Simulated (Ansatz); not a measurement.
Mn3Si:

```
Mn Si
1.0
     0.00000    2.86100    2.86100
     2.86100    0.00000    2.86100
     2.86100    2.86100    0.00000
Mn Si
3 1
Direct
  0.75000 0.75000 0.75000
  0.25000 0.25000 0.25000
  0.50000 0.50000 0.50000
  0.00000 0.00000 0.00000
```

* Program: Ansatz 0.2.0
* Task: relaxation of cell and atoms
* Functional: LDA
* Potentials or basis: Ansatz PAW
* Cutoff: 420 eV (not typed: the program's choice for these potentials)
* k mesh: 8 × 8 × 8
* Occupations: fermi-dirac, width 0.05 eV
* Spin: collinear spin, ferromagnetic start
* Starting moments: [4.0, 4.0, 4.0, 0.0] μB

At the start: volume 11.71 Å³/atom.

Q: Where does the relaxation end?

A: It ends after 6 steps and the volume is 10.37 Å³/atom (-11.5 %); space group Fm-3m (No. 225, to 0.05 Å); moment 1.42 μB per cell.

The path:
```
step  energy change (eV)  largest force (eV/Å)  volume (Å³)
   1              0.0000                0.0000        46.84
   2             -0.3885                0.0000        43.20
   3             -0.4386                0.0000        40.90
   4             -0.4445                0.0000        41.49
   5             -0.4445                0.0000        41.46
   6             -0.4431                0.0000        41.46
```

Final structure:
```
CELL_PARAMETERS angstrom
0.00000 2.74712 2.74712
2.74712 0.00000 2.74712
2.74712 2.74712 0.00000
ATOMIC_POSITIONS crystal
Mn 0.75000 0.75000 0.75000
Mn 0.25000 0.25000 0.25000
Mn 0.50000 0.50000 0.50000
Si 0.00000 0.00000 0.00000
```

Caveat: the plane-wave basis is chosen anew once the cell has moved, so the energies of steps on either side of that aren't comparable; the volume moved by -11 % from the deposited cell, more than functionals usually miss; the PAW data sets come from PBE, with cores solved anew for the run's functional, which leaves a small shift of forces and pressure; the starting moments weren't kept.
